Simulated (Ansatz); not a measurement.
# SnSe (Fm-3m) in Ansatz: further runs

Aim: see how the results for SnSe move with the level of theory and the settings. Levels: PBEsol, RPBE+D4. Tasks: band structure, phonons, single point, equation of state.

Everything below comes from runs of Ansatz 0.2.0. Logs are shortened: lines on timing, memory, paths and dates and some standing lists are left out, and cuts for length are marked.

### Step 1. The crystal as given

It takes space group Fm-3m (No. 225, cubic). The conventional cell has a = 6.020 Å, b = 6.020 Å, c = 6.020 Å, α = 90.00°, β = 90.00°, γ = 90.00°. Sn (site symmetry m-3m) is surrounded by 6 Se at 3.01 Å. Se (site symmetry m-3m) has 6 Sn at 3.01 Å as nearest neighbours.

Measurements of this composition are mostly on another form, of space group No. 62.

### Step 2. Band structure, PBEsol

File input.yaml:

```yaml
crystal:
  lattice:
    - [0.0, 3.01, 3.01]
    - [3.01, 0.0, 3.01]
    - [3.01, 3.01, 0.0]
  atoms:
    - { symbol: Sn, position: [0.0, 0.0, 0.0] }
    - { symbol: Se, position: [0.5, 0.5, 0.5] }
hamiltonian:
  xc: pbesol
  pseudopotentials: { kind: paw }
kpoints:
  mp_grid: { grid: [8, 8, 8] }
  band_path:
    path:
      - [[0.0, 0.0, 0.0], [0.5, 0.0, 0.5], [0.5, 0.25, 0.75], [0.375, 0.375, 0.75], [0.0, 0.0, 0.0], [0.5, 0.5, 0.5], [0.625, 0.25, 0.625], [0.5, 0.25, 0.75], [0.5, 0.5, 0.5], [0.375, 0.375, 0.75]]
      - [[0.625, 0.25, 0.625], [0.5, 0.0, 0.5]]
    npoints: 14
scf:
  occupations: { method: fermi_dirac, width: 0.05 }
  n_extra_bands: 6
output:
  forces: true
  stress: true
  eigenvalues: true
  fatbands: false
```

Potentials or basis: Ansatz PAW.

On the command line:

```bash
$ ansatz run input.yaml --threads 2 --pin off --max-ram 5120MiB --backend cpu --events-out ev --progress --plain --runs-dir out
```

Output:

```text
Warning: RAYON_NUM_THREADS=2 ignored (pool sized by the plan → 2); use --threads N
scf.n_extra_bands = 6 over 15 filled bands (N_el = 30.0): the run solves 21 bands
Engine: ansatz 0.2.0, aarch64-unknown-linux-gnu
Pseudopotentials: kind: paw
Pseudopotential: Sn, paw, valence charge 14, recommended cutoff 420 eV (normal), Sn.paw.azcp
Pseudopotential: Se, paw, valence charge 16, recommended cutoff 420 eV (normal), Se.paw.azcp
Functional definition: PBEsol
  exchange = pbesol_x
  correlation = pbesol_c
Crystal: 2 atoms, lattice volume = 54.542 Å³
Basis set: ecut = 420 eV, 1067 PW (Γ), exchange–correlation on 60×60×60 points (8 copies of the dense FFT grid, shifted against one another)
Bands: 21, of which v1, the nominal top of the filled ones, is band 15 counted from 1 (14 counted from 0)
Symmetry: 48 space group operations
Space group: Fm-3m (ITA 225), of the structure as read, at distance tolerance 3.8e-5 Å
k-points: 29 of 512
Non-local potential: Sn, projectors of the file, l = 0: 2, l = 1: 2, l = 2: 2, l = 3: 2
Non-local potential: Se, projectors of the file, l = 0: 2, l = 1: 2, l = 2: 3, l = 3: 1
PAW form: soft (Blöchl's): semilocal exchange-correlation on the pseudo side does not see the compensation charge
PAW frozen core: Sn, regenerated for the run's functional, and the local potential with it (the file was generated under x = pbe(κ = 0.804, μ = 0.2195149727645171), c = pbe(β = 0.06672455060314922))
PAW frozen core: Se, regenerated for the run's functional, and the local potential with it (the file was generated under x = pbe(κ = 0.804, μ = 0.2195149727645171), c = pbe(β = 0.06672455060314922))
PAW one-centre angular grid: Sn, 590 points (default); XC on 64 Gauss nodes
PAW one-centre angular grid: Se, 590 points (default); XC on 64 Gauss nodes
Initial density: superposition of atomic densities (neutral atoms: chi_scale 0, normalization atom), corrected by the library's trained network
Initial wavefunctions: pseudopotential atomic-orbital guess
Functional: x = pbesol(κ = 0.804, μ = 0.12345679012345678), c = pbesol(β = 0.046)
SCF iter   1: F=—  HF=-11374.853645 eV  |F-HF|=—  |Δ(HF+E_count)|=         —  Δρ=2.66e-3  dr2=6.03e-3  ethr=1.77e-3  ⟨swp⟩=6.1  Hψ=2989  notcnv=0  defer=1
preconditioner: auto → none  [insulator: Δε(μ)=0.675 eV  Ē_g=19.095 eV  σ=0.050 eV  W_gap=1.00  n_scr=14 (ndim 8)  ℏωp=22.5 eV  f_vac=0.016  D(μ)=0.00/eV (n_scr^D=0)  ε∞_Penn≈2.4]
SCF iter   2: F=—  HF=-11374.850478 eV  |F-HF|=—  |Δ(HF+E_count)|=   3.17e-3  Δρ=1.05e-3  dr2=6.33e-4  ethr=2.01e-5  ⟨swp⟩=2.0  Hψ=1113  notcnv=0  defer=38
SCF iter   3: F=—  HF=-11374.850274 eV  |F-HF|=—  |Δ(HF+E_count)|=   2.04e-4  Δρ=3.28e-4  dr2=5.61e-5  ethr=2.11e-6  ⟨swp⟩=2.1  Hψ=882  notcnv=0  defer=38
SCF iter   4: F=—  HF=-11374.850273 eV  |F-HF|=—  |Δ(HF+E_count)|=   8.00e-7  Δρ=1.42e-4  dr2=6.85e-6  ethr=1.87e-7  ⟨swp⟩=2.2  Hψ=993  notcnv=0  defer=38
SCF iter   5: F=—  HF=-11374.850277 eV  |F-HF|=—  |Δ(HF+E_count)|=   3.71e-6  Δρ=3.11e-5  dr2=3.53e-7  ethr=2.28e-8  ⟨swp⟩=2.0  Hψ=977  notcnv=0  defer=38
SCF iter   6: F=-11374.850276 eV  HF=-11374.850277 eV  |F-HF|=7.20e-8  |Δ(HF+E_count)|=   2.63e-7  Δρ=5.92e-6  dr2=1.73e-8  ethr=3.33e-10  ⟨swp⟩=7.9  Hψ=2977  notcnv=0
SCF 1 converged in 6 iterations: F = -11374.850276 eV  dr2 = 1.73e-8
NSCF: frozen V_eff on 142 k-points
SCF converged after 6 iterations
Free energy (F): -11374.850276 eV
Harris-Foulkes:  -11374.850277 eV  (|F-HF|=7.20e-8)
Internal energy: -11374.850236 eV  (E = F + TS)
E sigma→0 (E₀):  -11374.850256 eV
Entropy (-TS):   -0.000040 eV (-0.020 meV/atom)
Fermi energy:    9.147937 eV
--- Per-component energies (eV) ---
  E_band       = -480.607051
  E_kinetic    = 303.170932
  E_local      = -3327.908380  (includes V_loc(G=0)·N_el)
  E_nonlocal   = -623.612213
  E_hartree    = 1747.081376
  E_xc         = -483.146011
  E_vxc        = -195.323316  (∫ρ·V_xc dr)
  E_paw        = -5929.342667  (= ΣΔE_a)
  E_vpaw       = -131.106565  (= ΣTr[D̂ρ^β])
  E_aug_tail   = -0.000578  (compensation charges beyond the density's cutoff)
  E_ewald      = -3062.385987
  E_core_change = 1.293290  (= ΣΔE_core)
  E_smearing   = -0.000040  (= −TS)
  E_closure    = -0.000000  (closes the sum)
  Σ components = -11374.850276   (vs F -11374.850276, Δ=0.00e0)
--- Forces (eV/Å), atoms counted from 1 ---
  atom   1  Sn    -0.00000000     0.00000000    -0.00000000
  atom   2  Se     0.00000000    -0.00000000    -0.00000000
  max |Σ_I F_I| component: 1.64e-30 eV/Å
--- Stress (GPa, compression-positive) ---
       -1.936508      -0.000000      -0.000000
       -0.000000      -1.936508       0.000000
        0.000000       0.000000      -1.936508
  P = ⅓ Tr σ = -1.9365 GPa (-19.365 kbar)
--- Band table (eV; the first three rows and the last of 29) ---
  k-point 0: bands = ["-38.7989", "-38.7989", "-38.7972", "-38.7972", "-38.7972", "-12.5826", "-12.5826", "-12.5826", "-12.5822", "-12.5822", "-4.9515", "3.8181", "6.7476", "6.7476", "6.7476", "13.2169", "13.2169", "13.2169", "14.7394", "14.7394", "14.7394"]
  k-point 1: bands = ["-38.7989", "-38.7989", "-38.7972", "-38.7972", "-38.7972", "-12.5835", "-12.5835", "-12.5822", "-12.5806", "-12.5806", "-4.8418", "3.2461", "6.7668", "6.7668", "7.1944", "12.3312", "12.4878", "12.4878", "14.6969", "15.1112", "15.1112"]
  k-point 2: bands = ["-38.7989", "-38.7989", "-38.7972", "-38.7972", "-38.7972", "-12.5864", "-12.5864", "-12.5813", "-12.5759", "-12.5759", "-4.5464", "2.1713", "6.8325", "6.8325", "7.9230", "11.0304", "11.3394", "11.3394", "14.9796", "16.0748", "16.0748"]
  k-point 28: bands = ["-38.7989", "-38.7988", "-38.7971", "-38.7971", "-38.7971", "-12.6021", "-12.5813", "-12.5771", "-12.5771", "-12.5647", "-3.7067", "1.9949", "4.2023", "4.2023", "8.1255", "10.3810", "13.6396", "13.6396", "16.0970", "16.0970", "20.1721"]
```

Run time: 2.5 s. Hardware: 2 threads of Arm Neoverse V1, shared host; peak memory 0.35 GiB.

What came out:

```
Free energy             : -11374.8503 eV
Pressure                : -1.9 GPa
Band gap along the path : 0.14 eV, indirect (least direct gap 0.16 eV)
```

Levels at the corners of the path, in eV from the valence-band top:
| point | band 12 | band 13 | band 14 | band 15 | band 16 | band 17 | band 18 | band 19 |
| --- | --- | --- | --- | --- | --- | --- | --- | --- |
| Γ | -5.16 | -2.23 | -2.23 | -2.23 | 4.24 | 4.24 | 4.24 | 5.76 |
| X | -6.09 | -5.55 | -3.69 | -3.69 | 2.88 | 5.27 | 5.27 | 5.88 |
| W | -6.98 | -4.78 | -4.78 | -0.85 | 1.40 | 4.66 | 4.66 | 7.12 |
| K | -7.08 | -5.14 | -3.22 | -2.54 | 3.14 | 3.54 | 5.16 | 5.25 |
| Γ | -5.16 | -2.23 | -2.23 | -2.23 | 4.24 | 4.24 | 4.24 | 5.76 |
| L | -8.13 | -1.99 | -1.99 | -0.13 | 0.52 | 1.17 | 1.17 | 8.07 |
| U | -7.08 | -5.14 | -3.22 | -2.54 | 3.14 | 3.54 | 5.16 | 5.25 |
| W | -6.98 | -4.78 | -4.78 | -0.85 | 1.40 | 4.66 | 4.66 | 7.12 |
| L | -8.13 | -1.99 | -1.99 | -0.13 | 0.52 | 1.17 | 1.17 | 8.07 |
| K | -7.08 | -5.14 | -3.22 | -2.54 | 3.14 | 3.54 | 5.16 | 5.25 |
| U | -7.08 | -5.14 | -3.22 | -2.54 | 3.14 | 3.54 | 5.16 | 5.25 |
| X | -6.09 | -5.55 | -3.69 | -3.69 | 2.88 | 5.27 | 5.27 | 5.88 |

Caveat: spin-orbit coupling is left out, which moves the levels of the heavy elements; the PAW data sets come from PBE, with cores solved anew for the run's functional, which leaves a small shift of forces and pressure.

### Step 3. Phonons, PBEsol

Edit input.yaml of step 2 so:

```diff
@@ -13,3 +13,11 @@
   mp_grid: { grid: [8, 8, 8] }
-  band_path:
+scf:
+  occupations: { method: fixed }
+phonons:
+  method: dfpt
+  dielectric: true
+  rigid_motions: translations
+  qmesh: [2, 2, 2]
+  temperatures: { t_max: 1000, t_step: 100 }
+  qpath:
     path:
@@ -17,10 +25,2 @@
       - [[0.625, 0.25, 0.625], [0.5, 0.0, 0.5]]
-    npoints: 14
-scf:
-  occupations: { method: fermi_dirac, width: 0.05 }
-  n_extra_bands: 6
-output:
-  forces: true
-  stress: true
-  eigenvalues: true
-  fatbands: false
+    npoints: 8
```

Potentials or basis: Ansatz PAW.

On the command line:

```bash
$ ansatz run input.yaml --threads 2 --pin off --max-ram 5120MiB --backend cpu --events-out ev --progress --plain --runs-dir out
```

Output:

```text
Warning: RAYON_NUM_THREADS=2 ignored (pool sized by the plan → 2); use --threads N
Engine: ansatz 0.2.0, aarch64-unknown-linux-gnu
Pseudopotentials: kind: paw
Pseudopotential: Sn, paw, valence charge 14, recommended cutoff 420 eV (normal), Sn.paw.azcp
Pseudopotential: Se, paw, valence charge 16, recommended cutoff 420 eV (normal), Se.paw.azcp
Functional definition: PBEsol
  exchange = pbesol_x
  correlation = pbesol_c
Crystal: 2 atoms, lattice volume = 54.542 Å³
Basis set: ecut = 420 eV, 1067 PW (Γ), exchange–correlation on 60×60×60 points (8 copies of the dense FFT grid, shifted against one another)
Bands: 19, of which v1, the nominal top of the filled ones, is band 15 counted from 1 (14 counted from 0)
Symmetry: 48 space group operations
k-points: 59 of 512 (irreducible under 8 space group operations, time reversal used)
Non-local potential: Sn, projectors of the file, l = 0: 2, l = 1: 2, l = 2: 2, l = 3: 2
Non-local potential: Se, projectors of the file, l = 0: 2, l = 1: 2, l = 2: 3, l = 3: 1
PAW form: soft (Blöchl's): semilocal exchange-correlation on the pseudo side does not see the compensation charge
PAW frozen core: Sn, regenerated for the run's functional, and the local potential with it (the file was generated under x = pbe(κ = 0.804, μ = 0.2195149727645171), c = pbe(β = 0.06672455060314922))
PAW frozen core: Se, regenerated for the run's functional, and the local potential with it (the file was generated under x = pbe(κ = 0.804, μ = 0.2195149727645171), c = pbe(β = 0.06672455060314922))
PAW one-centre angular grid: Sn, 590 points (default); XC on 64 Gauss nodes
PAW one-centre angular grid: Se, 590 points (default); XC on 64 Gauss nodes
Initial density: superposition of atomic densities (neutral atoms: chi_scale 0, normalization atom), corrected by the library's trained network
Initial wavefunctions: pseudopotential atomic-orbital guess
Functional: x = pbesol(κ = 0.804, μ = 0.12345679012345678), c = pbesol(β = 0.046)
SCF iter   1: F=—  HF=-11374.853616 eV  |F-HF|=—  |Δ(HF+E_count)|=         —  Δρ=2.69e-3  dr2=6.18e-3  ethr=1.77e-3  ⟨swp⟩=4.9  Hψ=4619  notcnv=0  defer=89
preconditioner: auto → none  [insulator: Δε(μ)=0.675 eV  Ē_g=17.281 eV  n_scr=14 (ndim 8)  ℏωp=22.5 eV  f_vac=0.016  ε∞_Penn≈2.7]
SCF iter   2: F=—  HF=-11374.850482 eV  |F-HF|=—  |Δ(HF+E_count)|=   3.13e-3  Δρ=1.07e-3  dr2=6.69e-4  ethr=2.06e-5  ⟨swp⟩=2.2  Hψ=2029  notcnv=0  defer=108
SCF iter   3: F=—  HF=-11374.850267 eV  |F-HF|=—  |Δ(HF+E_count)|=   2.14e-4  Δρ=3.32e-4  dr2=5.48e-5  ethr=2.23e-6  ⟨swp⟩=2.2  Hψ=1887  notcnv=0  defer=107
SCF iter   4: F=—  HF=-11374.850270 eV  |F-HF|=—  |Δ(HF+E_count)|=   2.85e-6  Δρ=1.42e-4  dr2=6.48e-6  ethr=1.83e-7  ⟨swp⟩=2.1  Hψ=1979  notcnv=0  defer=62
SCF iter   5: F=—  HF=-11374.850273 eV  |F-HF|=—  |Δ(HF+E_count)|=   2.52e-6  Δρ=3.05e-5  dr2=3.17e-7  ethr=2.16e-8  ⟨swp⟩=2.0  Hψ=1974  notcnv=0
SCF iter   6: F=—  HF=-11374.850272 eV  |F-HF|=—  |Δ(HF+E_count)|=   1.08e-6  Δρ=5.76e-6  dr2=1.58e-8  ethr=1.06e-9  ⟨swp⟩=2.0  Hψ=2006  notcnv=0
SCF iter   7: F=-11374.850272 eV  HF=-11374.850272 eV  |F-HF|=3.09e-11  |Δ(HF+E_count)|=   3.48e-8  Δρ=5.38e-7  dr2=8.48e-11  ethr=1.00e-12  ⟨swp⟩=6.3  Hψ=7843  notcnv=0
SCF 1 converged in 7 iterations: F = -11374.850272 eV  dr2 = 8.48e-11
NSCF: frozen V_eff on 54 k-points
DFPT response loops at Γ: preconditioner auto → none (the input reference at scf.mixing.eps_inf says where Resta's filter doesn't serve); β = 0.50; Broyden in place of MSR1
── the response to a field inside a basis, on 18×18×18 k-points: an SCF that follows is theirs, and a resumed run solves both again ──
Bands: 16, of which v1, the nominal top of the filled ones, is band 15 counted from 1 (14 counted from 0)
k-points: 570 of 5832 (irreducible under 12 space group operations)
Initial density: handed on by an earlier stage of this run
Initial wavefunctions: pseudopotential atomic-orbital guess (no wavefunctions were taken with the density)
Eigensolver: Dense (570 Hₖ)
SCF iter   1: F=—  HF=-11374.838626 eV  |F-HF|=—  |Δ(HF+E_count)|=         —  Δρ=3.16e-4  dr2=8.94e-5  ethr=1.00e-1
preconditioner: auto → none  [insulator: Δε(μ)=0.111 eV  Ē_g=15.377 eV  n_scr=14 (ndim 8)  ℏωp=22.5 eV  f_vac=0.012  ε∞_Penn≈3.1]
SCF iter   2: F=—  HF=-11374.838606 eV  |F-HF|=—  |Δ(HF+E_count)|=   1.99e-5  Δρ=1.28e-4  dr2=7.71e-6  ethr=2.98e-7
SCF iter   3: F=—  HF=-11374.838604 eV  |F-HF|=—  |Δ(HF+E_count)|=   2.30e-6  Δρ=6.62e-5  dr2=1.55e-6  ethr=2.57e-8
[... 22 lines left out ...]
  E_hartree    = 1747.086691
  E_xc         = -483.146144
  E_vxc        = -195.323424  (∫ρ·V_xc dr)
  E_paw        = -5929.338221  (= ΣΔE_a)
  E_vpaw       = -131.109243  (= ΣTr[D̂ρ^β])
  E_aug_tail   = -0.000578  (compensation charges beyond the density's cutoff)
  E_ewald      = -3062.385987
  E_core_change = 1.293290  (= ΣΔE_core)
  E_smearing   = -0.000000  (= −TS)
  E_closure    = 0.000000  (closes the sum)
  Σ components = -11374.850272   (vs F -11374.850272, Δ=0.00e0)
--- Band table (eV; the first three rows and the last of 59) ---
  k-point 0: bands = ["-38.7998", "-38.7998", "-38.7981", "-38.7981", "-38.7981", "-12.5829", "-12.5829", "-12.5829", "-12.5825", "-12.5825", "-4.9516", "3.8180", "6.7475", "6.7475", "6.7475", "13.2168", "13.2168", "13.2168", "14.7394"]
  k-point 1: bands = ["-38.7998", "-38.7998", "-38.7981", "-38.7981", "-38.7981", "-12.5838", "-12.5838", "-12.5825", "-12.5809", "-12.5809", "-4.8419", "3.2460", "6.7667", "6.7667", "7.1943", "12.3312", "12.4877", "12.4877", "14.6969"]
  k-point 2: bands = ["-38.7998", "-38.7998", "-38.7981", "-38.7980", "-38.7980", "-12.5867", "-12.5867", "-12.5816", "-12.5762", "-12.5762", "-4.5465", "2.1712", "6.8324", "6.8324", "7.9229", "11.0304", "11.3393", "11.3393", "14.9795"]
  k-point 58: bands = ["-38.7998", "-38.7997", "-38.7980", "-38.7980", "-38.7979", "-12.6024", "-12.5816", "-12.5774", "-12.5774", "-12.5650", "-3.7068", "1.9948", "4.2022", "4.2022", "8.1255", "10.3809", "13.6396", "13.6396", "16.0970"]
--- Phonons (Γ-DFPT): 2 representative perturbations + reference, on 59 of 512 k-points (Σ response iterations 5) ---
  k mesh reduced under 8 symmetry operations, with k and −k counted as one. Each operation leaves every solved perturbation unchanged. A smaller set is not considered because the run solves the response to a homogeneous field
  ASR residual: 1.807e-4 → 0.000e0 eV/Å²; symmetrization residual: 1.381e-5 eV/Å²
  ASR residual per site (eV/Å²): 1.81e-4 1.28e-4
  Γ frequencies (cm⁻¹): -19.72 -19.72 -19.72 0.00 0.00 0.00
  ε∞ (high-frequency dielectric tensor):
      124.432636    -0.000000    -0.000000
       -0.000000   124.432636    -0.000000
       -0.000000    -0.000000   124.432636
  softest optical mode at Γ: -19.72 cm⁻¹; the repairs (sum rule, projections) moved no ω² at Γ by more than (0.85 cm⁻¹)²
  Born effective charges Z* (e; rows j = field, columns β = displacement):
    site 0:
         6.02020    0.00000    0.00000
        -0.00000    6.02020   -0.00000
        -0.00000    0.00000    6.02020
    site 1:
        -6.02020   -0.00000   -0.00000
         0.00000   -6.02020    0.00000
         0.00000   -0.00000   -6.02020
  Z* charge neutrality: 1.276e-2 e pre-enforcement
  solved inside a basis spanned on kpoints, on 18×18×18 k-points, which do not settle them: ε∞ is read to err by 8.9e3, Z* by 4.3e2 e (field_mesh: kpoints solves on kpoints); Z* is corrected for what the basis lacks
  optical modes at Γ without the LO–TO term, one row a degenerate level:
      ω (cm⁻¹)  modes    IR ((D/Å)²/amu)
        -19.72      3            52.8950
  optical modes at Γ + LO–TO along q̂ = [1.0000, 0.0000, 0.0000]:
      ω (cm⁻¹)  modes    IR ((D/Å)²/amu)
        -19.72      2            35.2634
         71.78      1            17.6317
  optical modes at Γ + LO–TO along q̂ = [0.0000, 1.0000, 0.0000]:
      ω (cm⁻¹)  modes    IR ((D/Å)²/amu)
        -19.72      2            35.2634
         71.78      1            17.6317
  optical modes at Γ + LO–TO along q̂ = [0.0000, 0.0000, 1.0000]:
      ω (cm⁻¹)  modes    IR ((D/Å)²/amu)
        -19.72      2            35.2634
         71.78      1            17.6317
--- Phonons (arbitrary-q DFPT): 3 irreducible q on the 2×2×2 mesh ---
  q = [0.0000, 0.0000, 0.0000] (star 1, of the zone-centre solve; hermiticity 4.06e-4, symmetrization 3.69e-11): -19.72 -19.72 -19.72 -0.00 -0.00 0.00
  q = [0.0000, 0.0000, -0.5000] (star 4, 2 solved perturbations on 150 of 512 k-point pairs; hermiticity 4.24e-13, symmetrization 5.27e-12): 68.47 68.47 119.28 119.28 128.00 133.75
  q = [0.0000, -0.5000, -0.5000] (star 3, 4 solved perturbations in 308 linear systems a pass and spin channel, the states on 95 of 512 k-point pairs; hermiticity 1.91e-5, symmetrization 5.78e-12): 37.95 37.95 42.09 62.99 62.99 83.05
  sum rule: each row above includes the acoustic sum rule's correction from the zone centre's row sums; it moved no ω² by more than (0.66 cm⁻¹)²
  mesh force constants: q→R imaginary residual 8.22e-18; ASR residual 1.807e-4 → 0.000e0 eV/Å²; symmetrization residual 2.665e-15 eV/Å²
  interpolated dispersion: 83 rows × 6 modes
  density of states and harmonic sums: on the 18×18×18 q-mesh, interpolated from the force constants of a 2×2×2 supercell (with the dipole–dipole term)
  largest difference from the sums on the solved wave vectors: F 1.31e-1 eV, S 1.96e-4 and C_V 6.43e-5 eV/K
  zero-point energy: 0.030529 eV/cell   skipped modes (ω ≤ 0): 8, of them read as no rigid motion or as one in doubt: 5 (3.258e-3 modes/cell left out, lowest -19.72 cm⁻¹)   left out of the sums: 6.29e-4 of the cell's modes: C_V's classical limit lies that fraction below 3 k_B per atom; for a crystal, a wire or a layer, F and S can be off by more, and a phonons.interpolated_qmesh denser along its periods is the remedy for the sampling
```

Run time: 2.4 min. Hardware: 2 threads of Arm Neoverse V1, shared host; peak memory 1.9 GiB.

What came out:

```yaml
Free_energy: -11374.8503 eV
Band_gap_on_the_k_mesh: 0.65 eV, direct
Highest_phonon_frequency_LO-TO_splitting_left_out: 134 cm⁻¹
```

Levels at points of the mesh, in eV from the valence-band top:
```tsv
k point	band 11	band 12	band 13	band 14	band 15	band 16	band 17	band 18	band 19
(0.00, 0.00, 0.00)	-13.80	-5.03	-2.10	-2.10	-2.10	4.37	4.37	4.37	5.89
(0.00, 0.00, -0.50)	-12.86	-7.99	-1.85	-1.85	0.00	0.65	1.30	1.30	8.20
(0.00, -0.50, -0.50)	-12.58	-5.95	-5.42	-3.56	-3.56	3.01	5.41	5.41	6.01
(-0.50, 0.00, -0.50)	-12.58	-5.95	-5.42	-3.56	-3.56	3.01	5.41	5.41	6.01
```

Phonon frequencies in cm⁻¹ (negative: imaginary):
```tsv
q point	frequencies
(0.000, 0.000, 0.000)	-20 -20 -20 0 0 0
(0.000, 0.000, -0.500)	68 68 119 119 128 134
(0.000, -0.500, -0.500)	38 38 42 63 63 83
```

Caveat: some modes are imaginary; spin-orbit coupling is left out, which moves the levels of the heavy elements; the q mesh is small, so phonon branches between its points and thermal values are rough; the PAW data sets come from PBE, with cores solved anew for the run's functional, which leaves a small shift of forces and pressure.

### Step 4. Single point, RPBE+D4, 25.63 Å³/atom (volume scaled by 0.94)

File input.yaml:

```yaml
crystal:
  lattice:
    - [0.0, 2.9485541872, 2.9485541872]
    - [2.9485541872, 0.0, 2.9485541872]
    - [2.9485541872, 2.9485541872, 0.0]
  atoms:
    - { symbol: Sn, position: [0.0, 0.0, 0.0] }
    - { symbol: Se, position: [0.5, 0.5, 0.5] }
hamiltonian:
  xc: rpbe
  pseudopotentials: { kind: paw }
  dispersion: d4
kpoints:
  mp_grid: { grid: [8, 8, 8] }
scf:
  occupations: { method: fermi_dirac, width: 0.05 }
output:
  forces: true
  stress: true
  eigenvalues: true
  write_density: true
  write_potential: true
  elf: true
  volumetric_format: npy
```

On the command line:

```bash
$ ansatz run input.yaml --threads 2 --pin off --max-ram 5120MiB --backend cpu --events-out ev --progress --plain --runs-dir out
```

Wall time 1.3 s (2 threads of Arm Neoverse V1, shared host); peak memory 0.33 GiB.

Results (log left out):

```yaml
Free_energy: -11510.1920 eV
Pressure: 1.4 GPa
Band_gap_on_the_k_mesh: 0.74 eV, indirect (least direct gap 0.84 eV)
```

Caveat: spin-orbit coupling is left out, which moves the levels of the heavy elements; the PAW data sets come from PBE, with cores solved anew for the run's functional, which leaves a small shift of forces and pressure.

(Continued in part 2 of 2.)
